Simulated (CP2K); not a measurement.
# ZnCu2SnS4 (I-4) in CP2K: reference runs, part 2 of 2

CP2K 2026.2.

### Step 3. Single point, PBE (atoms moved at random, drawn with an rms of 0.05 Å)

File zncu2sns4_scf.inp:

```
&GLOBAL
  PROJECT zncu2sns4_scf
  RUN_TYPE ENERGY_FORCE
  PRINT_LEVEL LOW
&END GLOBAL
&FORCE_EVAL
  METHOD QS
  STRESS_TENSOR ANALYTICAL
  &DFT
    BASIS_SET_FILE_NAME BASIS_MOLOPT_UZH
    POTENTIAL_FILE_NAME POTENTIAL_UZH
    &MGRID
      CUTOFF 450
      REL_CUTOFF 60
      NGRIDS 4
    &END MGRID
    &QS
      METHOD GPW
      EPS_DEFAULT 1.0E-10
    &END QS
    &KPOINTS
      SCHEME MONKHORST-PACK 7 7 7
      GAMMA_CENTERED T
      SYMMETRY T
      SYMMETRY_BACKEND SPGLIB
    &END KPOINTS
    &SCF
      SCF_GUESS ATOMIC
      EPS_SCF 1.0E-6
      MAX_SCF 100
      ADDED_MOS 28
      CHOLESKY OFF
      EPS_EIGVAL 1.0E-7
      &DIAGONALIZATION ON
        ALGORITHM STANDARD
      &END DIAGONALIZATION
      &MIXING ON
        METHOD BROYDEN_MIXING
        ALPHA 0.4
        BETA 1.5
        NBUFFER 8
      &END MIXING
      &SMEAR ON
        METHOD FERMI_DIRAC
        ELECTRONIC_TEMPERATURE [K] 580.226
      &END SMEAR
    &END SCF
    &XC
      &XC_FUNCTIONAL
        &GGA_X_PBE
        &END GGA_X_PBE
        &GGA_C_PBE
        &END GGA_C_PBE
      &END XC_FUNCTIONAL
    &END XC
    &PRINT
      &KPOINTS ON
      &END KPOINTS
      &MULLIKEN ON
      &END MULLIKEN
      &MO ON
        ENERGIES T
        OCCUPATION_NUMBERS T
        &EACH
          QS_SCF 0
        &END EACH
        ADD_LAST NUMERIC
      &END MO
      &LOWDIN ON
      &END LOWDIN
      &HIRSHFELD ON
        SHAPE_FUNCTION DENSITY
      &END HIRSHFELD
    &END PRINT
  &END DFT
  &SUBSYS
    &CELL
      A 6.6478357275 0.0000000000 0.0000000000
      B 2.2057088684 6.2712493371 0.0000000000
      C -4.4267722980 -3.1356246685 3.8425596703
      PERIODIC XYZ
    &END CELL
    &COORD
      SCALED
      Sn  0.4998870000 0.4953600000 -0.0092350000
      Zn  0.2574170000 0.7540930000 0.5053350000
      Cu  0.7530980000 0.2518030000 0.5040450000
      Cu  -0.0003670000 0.0002110000 0.0072980000
      S   0.6284600000 0.6255400000 0.5003960000
      S   0.8998190000 0.3810510000 0.0073280000
      S   0.1144790000 0.1130740000 0.4924800000
      S   0.3780130000 0.8939170000 1.0150250000
    &END COORD
    &KIND Sn
      BASIS_SET TZVP-MOLOPT-PBE-GTH-q4
      POTENTIAL GTH-PBE-q4
    &END KIND
    &KIND Zn
      BASIS_SET TZVP-MOLOPT-PBE-GTH-q12
      POTENTIAL GTH-PBE-q12
    &END KIND
    &KIND Cu
      BASIS_SET TZVP-MOLOPT-PBE-GTH-q11
      POTENTIAL GTH-PBE-q11
    &END KIND
    &KIND S
      BASIS_SET TZVP-MOLOPT-PBE-GTH-q6
      POTENTIAL GTH-PBE-q6
    &END KIND
    &PRINT
      &ATOMIC_COORDINATES ON
      &END ATOMIC_COORDINATES
      &CELL ON
      &END CELL
    &END PRINT
  &END SUBSYS
  &PRINT
    &FORCES ON
    &END FORCES
    &STRESS_TENSOR ON
    &END STRESS_TENSOR
  &END PRINT
&END FORCE_EVAL
```

Potentials or basis: POTENTIAL_UZH Sn GTH-PBE-q4, Zn GTH-PBE-q12, Cu GTH-PBE-q11, S GTH-PBE-q6; TZVP-MOLOPT-PBE-GTH basis.

Started as:

```bash
> OMP_NUM_THREADS=1 mpirun -n 3 cp2k.psmp -i zncu2sns4_scf.inp -o zncu2sns4_scf.out
```

zncu2sns4_scf.out:

```text

 CP2K| version string:                                       CP2K version 2026.2
 CP2K| Input file name                                         zncu2sns4_scf.inp

 GLOBAL| Force Environment number                                              1
 GLOBAL| Basis set file name                                    BASIS_MOLOPT_UZH
 GLOBAL| Potential file name                                       POTENTIAL_UZH
 GLOBAL| MM Potential file name                                     MM_POTENTIAL
 GLOBAL| Coordinate file name                                      __STD_INPUT__
 GLOBAL| Method name                                                        CP2K
 GLOBAL| Project name                                              zncu2sns4_scf
 GLOBAL| Run type                                                   ENERGY_FORCE
 GLOBAL| FFT library                                                       FFTW3
 GLOBAL| Diagonalization library                                       ScaLAPACK
 GLOBAL| Cholesky decomposition library                                ScaLAPACK
 GLOBAL| DGEMM library                                                      BLAS
 GLOBAL| Direct generalized diagonalization requested                          F
[... 1153 lines left out ...]
 FORCES|      2  1.98423956E-04 -3.90749787E-03  6.31352886E-03   7.42755399E-03
 FORCES|      3 -1.94908460E-04  2.07018499E-03 -5.18818244E-04   2.14308832E-03
 FORCES|      4  1.10587076E-03  1.91350006E-03 -7.18178958E-04   2.32383597E-03
 FORCES|      5 -4.96645133E-03 -1.05433278E-02  2.10838449E-02   2.40905773E-02
 FORCES|      6 -3.08928417E-03 -1.18439377E-02 -8.05633020E-03   1.46535659E-02
 FORCES|      7 -2.18145438E-03  8.01430991E-03 -1.47485496E-02   1.69265360E-02
 FORCES|      8 -1.05422050E-03  1.02889308E-02 -2.52338694E-03   1.06461712E-02
 FORCES| Sum    -6.67363939E-04 -4.58994999E-04 -2.97237466E-04
 FORCES| Total atomic force                                       8.62786850E-04

 STRESS| Analytical stress tensor [bar]
 STRESS|                        x                   y                   z
 STRESS|      x        2.30967919376E+04   2.31716058022E+03   1.44477135477E+03
 STRESS|      y        2.31716058022E+03   2.61672582244E+04   8.19687642772E+02
 STRESS|      z        1.44477135477E+03   8.19687642772E+02   3.36907566132E+04
 STRESS| 1/3 Trace                                             2.76516022584E+04
 STRESS| Determinant                                           2.01164656737E+13

 STRESS| Eigenvectors and eigenvalues of the analytical stress tensor [bar]
 STRESS|                        1                   2                   3
 STRESS| Eigenvalues   2.17846374261E+04   2.71176637609E+04   3.40525055881E+04
 STRESS|      x           0.887291713651      0.432530024457      0.160097447913
 STRESS|      y          -0.454844124232      0.878104547532      0.148489818693
 STRESS|      z          -0.076355992150     -0.204573169176      0.975868628923
```

Run time: 3.2 min. Hardware: 3 MPI ranks of AMD EPYC 7R43 (Zen 3), shared host.

What came out:

```yaml
Free_energy: -5459.0720 eV
Pressure: 2.8 GPa
Largest_force: 1.239 eV/Å
Band_gap_on_the_k_mesh: 0.27 eV, direct
Mulliken_charges: Sn +0.55; Zn +0.54; Cu +0.51, +0.54; S -0.54, -0.52, -0.53 e
Hirshfeld_charges: Sn +0.33; Zn +0.27; Cu -0.05, -0.04; S -0.13, -0.12 e
```

Forces in eV/Å, atoms in the order of the input:
```
Sn   0.489  0.182 -0.058
Zn   0.010 -0.201  0.325
Cu  -0.010  0.106 -0.027
Cu   0.057  0.098 -0.037
S   -0.255 -0.542  1.084
S   -0.159 -0.609 -0.414
S   -0.112  0.412 -0.758
S   -0.054  0.529 -0.130
```

Caveat: Mulliken charges move with the basis; spin-orbit coupling is left out, which moves the levels of the heavy elements; the basis of atomic orbitals isn't converged, which shifts pressures, moduli and gaps.
